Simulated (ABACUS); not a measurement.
# CuI (Marshite) (F-43m) in ABACUS: settings compared, part 2 of 2

ABACUS 3.10.1.

### 3 Relaxation of cell and atoms, BLYP

Contents of INPUT:

```
INPUT_PARAMETERS
suffix              CuI
calculation         cell-relax
basis_type          pw
pseudo_dir          ./
latname             fcc
symmetry            1
dft_functional      GGA_X_B88+GGA_C_LYP
ecutwfc             92
pseudo_rcut         10
nspin               1
nbands              17
ks_solver           dav
smearing_method     fd
smearing_sigma      0.00367493
scf_thr             1e-08
scf_nmax            100
mixing_type         broyden
mixing_beta         0.7
cal_force           1
cal_stress          1
relax_nmax          60
force_thr_ev        0.005
relax_method        cg
out_stru            1
stress_thr          0.2
kpar                4
```

Contents of STRU:

```
ATOMIC_SPECIES
I 126.9045 I.upf
Cu 63.5460 Cu.upf

LATTICE_CONSTANT
11.4574094936

ATOMIC_POSITIONS
Direct

I
0.0
1
0.0000000000 0.0000000000 0.0000000000 1 1 1

Cu
0.0
1
0.2500000000 0.2500000000 0.2500000000 1 1 1
```

Contents of KPT:

```
K_POINTS
0
Gamma
6 6 6 0 0 0
```

Potentials or basis: Ansatz NC PBE, plane waves.

Started as:

```sh
$ OMP_NUM_THREADS=1 mpirun -np 4 abacus > log
```

Run time: 23 s. Hardware: 4 MPI ranks of Intel Xeon Platinum 8488C (Sapphire Rapids), shared host; peak memory 0.52 GiB.

Results (log left out):

| Property | Result |
| --- | --- |
| Free energy | -5510.5893 eV |
| Relaxed volume | 30.20 Å³/atom |
| Relaxed cell | a = 4.404 Å, b = 4.404 Å, c = 4.404 Å, α = 60.00°, β = 60.00°, γ = 60.00° |
| Space group after relaxing (to 0.05 Å) | F-43m (No. 216) |
| Energy gained by relaxing | 22.5 meV/atom |
| Ionic steps | 4 |
| Pressure after relaxing | 0.0 GPa |
| Band gap on the k mesh | 0.94 eV, direct |

The path:
```
step  energy change (eV)  largest force (eV/Å)  pressure (GPa)  volume (Å³)
   1              0.0000                0.0000            3.31        55.72
   2             -0.0448                0.0000           -0.14        60.67
   3             -0.0449                0.0000            0.03        60.40
   4             -0.0449                0.0000            0.00        60.40
```

Final structure:
```
CELL_PARAMETERS angstrom
-3.11412 0.00000 3.11412
0.00000 3.11412 3.11412
-3.11412 3.11412 0.00000
ATOMIC_POSITIONS crystal
I 0.00000 0.00000 0.00000
Cu 0.25000 0.25000 0.25000
```

Levels at points of the mesh, in eV from the valence-band top:
| k point | band 9 | band 10 | band 11 | band 12 | band 13 | band 14 | band 15 | band 16 |
| --- | --- | --- | --- | --- | --- | --- | --- | --- |
| (0.00, 0.00, 0.00) | -1.58 | -1.58 | 0.00 | 0.00 | 0.00 | 0.94 | 5.05 | 5.05 |
| (0.50, 0.50, 0.50) | -1.56 | -1.56 | -1.52 | -0.60 | -0.60 | 2.08 | 5.57 | 5.57 |
| (0.50, 0.50, 0.00) | -1.58 | -1.53 | -1.51 | -1.26 | -1.26 | 2.93 | 3.03 | 8.77 |

Caveat: the potentials were made for another functional, which shifts forces and pressure; spin-orbit coupling is left out, which moves the levels of the heavy elements. BLYP gaps usually lie below the measured ones, often by a third to a half.

### 4 Single point, RPBE

Contents of INPUT:

```
INPUT_PARAMETERS
suffix              CuI
calculation         scf
basis_type          pw
pseudo_dir          ./
symmetry            1
dft_functional      GGA_X_RPBE+GGA_C_PBE
ecutwfc             40
pseudo_rcut         10
nspin               1
nbands              23
ks_solver           dav
smearing_method     fd
smearing_sigma      0.00367493
scf_thr             1e-08
scf_nmax            100
mixing_type         broyden
mixing_beta         0.7
cal_force           1
cal_stress          1
ecutrho             320
out_chg             1
kpar                4
```

Contents of STRU:

```
ATOMIC_SPECIES
I 126.9045 i_pbe_v1.uspp.F.UPF
Cu 63.5460 cu_pbe_v1.2.uspp.F.UPF

LATTICE_CONSTANT
8.1016119478

LATTICE_VECTORS
0.0000000000 0.7071067812 0.7071067812
0.7071067812 0.0000000000 0.7071067812
0.7071067812 0.7071067812 0.0000000000

ATOMIC_POSITIONS
Cartesian

I
0.0
1
0.0000000000 0.0000000000 0.0000000000 1 1 1

Cu
0.0
1
1.0606601718 1.0606601718 1.0606601718 1 1 1
```

KPT is that of step 3.

Potentials or basis: GBRV ultrasoft 1.5 PBE, plane waves.

Started as:

```sh
$ OMP_NUM_THREADS=1 mpirun -np 4 abacus > log
```

Wall time 19 s (4 MPI ranks of Intel Xeon 6975P-C (Granite Rapids), shared host); peak memory 0.8 GiB.

The run converged. Its results:

```
Free energy            : -6389.4475 eV
Pressure               : 2.2 GPa
Band gap on the k mesh : 1.25 eV, direct
```

Levels at points of the mesh, in eV from the valence-band top:
```
           k point  band 11  band 12  band 13  band 14  band 15  band 16
(0.00, 0.00, 0.00)     0.00     0.00     0.00     1.25     4.89     4.89
(0.50, 0.50, 0.50)    -1.75    -0.70    -0.70     2.23     5.45     5.45
(0.50, 0.50, 0.00)    -1.73    -1.47    -1.47     2.83     2.97     9.33
```

Caveat: the potentials were made for another functional, which shifts forces and pressure; spin-orbit coupling is left out, which moves the levels of the heavy elements. Expect the measured gap to be larger: semilocal functionals such as RPBE lack the derivative discontinuity.

### 5 Relaxation of cell and atoms, RPBE

Contents of run_abacus.py:

```python
"""ABACUS run from a structure file: ASE reads it, the script writes STRU, KPT and INPUT."""
import re
import subprocess
from ase.io import read
from ase.units import Bohr

atoms = read("POSCAR")
atoms = atoms[(-atoms.numbers).argsort(kind="stable")]  # ABACUS lists atoms element by element
pseudo = {'I': 'i_pbe_v1.uspp.F.UPF', 'Cu': 'cu_pbe_v1.2.uspp.F.UPF'}
orbital = {}
magmoms = None
kmesh = [6, 6, 6]
params = {
    'suffix': 'CuI',
    'calculation': 'cell-relax',
    'basis_type': 'pw',
    'pseudo_dir': './',
    'symmetry': 1,
    'dft_functional': 'GGA_X_RPBE+GGA_C_PBE',
    'ecutwfc': 40,
    'pseudo_rcut': 10,
    'nspin': 1,
    'nbands': 17,
    'ks_solver': 'dav',
    'smearing_method': 'fd',
    'smearing_sigma': 0.00367493,
    'scf_thr': 1e-08,
    'scf_nmax': 100,
    'mixing_type': 'broyden',
    'mixing_beta': 0.7,
    'cal_force': 1,
    'cal_stress': 1,
    'ecutrho': 320,
    'relax_nmax': 60,
    'force_thr_ev': 0.02,
    'relax_method': 'cg',
    'out_stru': 1,
    'stress_thr': 1,
    'kpar': 4,
}

symbols = atoms.get_chemical_symbols()
elements = list(dict.fromkeys(symbols))
lines = ["ATOMIC_SPECIES"] + [f"{e} {atoms.get_masses()[symbols.index(e)]:.4f} {pseudo[e]}" for e in elements]
if orbital:
    lines += ["", "NUMERICAL_ORBITAL"] + [orbital[e] for e in elements]
lines += ["", "LATTICE_CONSTANT", f"{1 / Bohr:.10f}", "", "LATTICE_VECTORS"]
lines += [" ".join(f"{x:.10f}" for x in v) for v in atoms.cell]
lines += ["", "ATOMIC_POSITIONS", "Direct"]
for e in elements:
    lines += ["", e, "0.0", str(symbols.count(e))]
    for i, p in enumerate(atoms.get_scaled_positions(wrap=False)):
        if symbols[i] == e:
            mag = "" if magmoms is None else " mag " + " ".join(str(x) for x in (magmoms[i] if isinstance(magmoms[i], list) else [magmoms[i]]))
            lines.append(" ".join(f"{x:.10f}" for x in p) + " 1 1 1" + mag)
open("STRU", "w").write("\n".join(lines) + "\n")
open("KPT", "w").write("K_POINTS\n0\nGamma\n%d %d %d 0 0 0\n" % tuple(kmesh))
open("INPUT", "w").write("INPUT_PARAMETERS\n" + "".join(f"{k:<20s}{v}\n" for k, v in params.items()))

done = subprocess.run(['mpirun', '-np', '4', 'abacus'])
if done.returncode:
    raise SystemExit(done.returncode)
log = open("OUT.CuI/running_cell-relax.log").read()
print("final energy (eV):", re.findall(r"FINAL_ETOT_IS (\S+)", log))
```

Contents of POSCAR:

```
CuI
1.0
    0.0000000000      3.0315000000      3.0315000000
    3.0315000000      0.0000000000      3.0315000000
    3.0315000000      3.0315000000      0.0000000000
I Cu
1 1
Direct
    0.0000000000      0.0000000000      0.0000000000
    0.7500000000      0.7500000000      0.7500000000
```

Started as:

```sh
$ OMP_NUM_THREADS=1 python run_abacus.py > log
```

Run time: 35 s. Hardware: 4 MPI ranks of Intel Xeon 6975P-C (Granite Rapids), shared host; peak memory 0.8 GiB.

It converged, with:

```
Free energy                            : -6389.4716 eV
Relaxed volume                         : 29.55 Å³/atom
Relaxed cell                           : a = 4.372 Å, b = 4.372 Å, c = 4.372 Å, α = 60.00°, β = 60.00°, γ = 60.00°
Space group after relaxing (to 0.05 Å) : F-43m (No. 216)
Energy gained by relaxing              : 12.0 meV/atom
Ionic steps                            : 2
Pressure after relaxing                : 0.1 GPa
Band gap on the k mesh                 : 1.11 eV, direct
```

Step by step:
```
step  energy change (eV)  largest force (eV/Å)  pressure (GPa)  volume (Å³)
   1              0.0000                0.0000            2.28        55.72
   2             -0.0240                0.0000            0.09        59.10
```

Final structure:
```
CELL_PARAMETERS angstrom
0.00000 3.09163 3.09163
3.09163 0.00000 3.09163
3.09163 3.09163 0.00000
ATOMIC_POSITIONS crystal
I 0.00000 0.00000 0.00000
Cu 0.75000 0.75000 0.75000
```

Levels at points of the mesh, in eV from the valence-band top:
| k point | band 10 | band 11 | band 12 | band 13 | band 14 | band 15 |
| --- | --- | --- | --- | --- | --- | --- |
| (0.00, 0.00, 0.00) | -1.59 | 0.00 | 0.00 | 0.00 | 1.11 | 4.95 |
| (0.50, 0.50, 0.50) | -1.57 | -1.53 | -0.61 | -0.61 | 2.18 | 5.49 |
| (0.50, 0.50, 0.00) | -1.55 | -1.51 | -1.28 | -1.28 | 2.95 | 2.98 |

Caveat: the potentials were made for another functional, which shifts forces and pressure; spin-orbit coupling is left out, which moves the levels of the heavy elements.

### 6 Summary

```tsv
task	level	potentials or basis	cell	cutoff (eV)	max steps of the relaxation	force threshold	optimiser	stress threshold	gap on the mesh (eV)	pressure (GPa)	relaxed volume (Å³/atom)
single point	BLYP	Ansatz NC PBE, plane waves	as given	1252	-	-	-	-	1.15	3.3	-
relaxation of cell and atoms	BLYP	Ansatz NC PBE, plane waves	relaxed	1252	60	0.005 eV/Å	cg	0.2 kbar	0.94	0.0	30.20
single point	RPBE	GBRV ultrasoft 1.5 PBE, plane waves	as given	544	-	-	-	-	1.25	2.2	-
relaxation of cell and atoms	RPBE	GBRV ultrasoft 1.5 PBE, plane waves	relaxed	544	60	0.02 eV/Å	cg	1 kbar	1.11	0.1	29.55
```

Alike in all rows: no spin polarisation; k mesh 6 × 6 × 6; smearing fermi-dirac 0.05 eV.

Caveats: the potentials were made for another functional, which shifts forces and pressure; spin-orbit coupling is left out, which moves the levels of the heavy elements.

Total energies depend on the potentials used, so only differences within one code and one set of settings carry meaning.
